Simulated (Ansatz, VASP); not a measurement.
## Two plane-wave programs on Fe

File INCAR:

```
SYSTEM = Fe
PREC = Accurate
ENCUT = 520
EDIFF = 1E-6
ISMEAR = 0
SIGMA = 0.05
LREAL = .FALSE.
LASPH = .TRUE.
NELM = 150
ALGO = Normal
ISIF = 2
LWAVE = .FALSE.
LCHARG = .TRUE.
ISPIN = 2
MAGMOM = 2.43
LORBIT = 11
LMAXMIX = 4
GGA = PE
LELF = .TRUE.
LVHAR = .TRUE.
NBANDS = 14
```

The input KPOINTS:

```
Automatic mesh
0
G
  22 22 22
  0 0 0
```

File POSCAR:

```
Fe
1.0
   -1.3964612888      1.3964612888      1.3964612888
    1.3964612888     -1.3964612888      1.3964612888
    1.3964612888      1.3964612888     -1.3964612888
Fe
1
Direct
    0.0000000000      0.0000000000      0.0000000000
```

Input for Ansatz:

```yaml
crystal:
  lattice:
    - [-1.3964612888, 1.3964612888, 1.3964612888]
    - [1.3964612888, -1.3964612888, 1.3964612888]
    - [1.3964612888, 1.3964612888, -1.3964612888]
  atoms:
    - { symbol: Fe, position: [0.0, 0.0, 0.0], spin: 2.43 }
basis:
  ecutwfc: 420
  ecutrho_ratio: 4
kpoints:
  mp_grid: { grid: [22, 22, 22] }
hamiltonian:
  xc: pbe
scf:
  occupations: { method: gaussian, width: 0.05 }
output:
  forces: true
  stress: true
  eigenvalues: true
  populations: true
magnetization:
  spin_polarized: true
```

Alike in both runs: task single point; functional PBE; k mesh 22 × 22 × 22; occupations gaussian, width 0.05 eV; collinear spin.

|  | VASP | Ansatz |
| --- | --- | --- |
| version | VASP 6.6.1 | Ansatz 0.2.0 |
| potentials or method | VASP PAW PBE potentials, release 64 (Fe) | scalar-relativistic, plane waves, PAW |
| plane-wave cutoff (eV) | 520 | 420 |
| valence electrons in the cell | 8 | 16 |

```tsv
	VASP	Ansatz	Ansatz less VASP
gap on the k mesh at the Fermi level (eV)	none	none	-
pressure (GPa)	9.0	9.3	+0.33
net moment per atom (μB)	2.14	2.13	-0.012
size of the moment on the site where the two differ most (μB)	2.13	2.17	+0.038
```

Site moments also hang on the region over which each program counts them. A gap of «none» marks a metal or a gap that the smearing closes. The functional is the same, so the differences come from potentials, cutoffs and numerics. The two sets of potentials don't hold the same shells in valence.
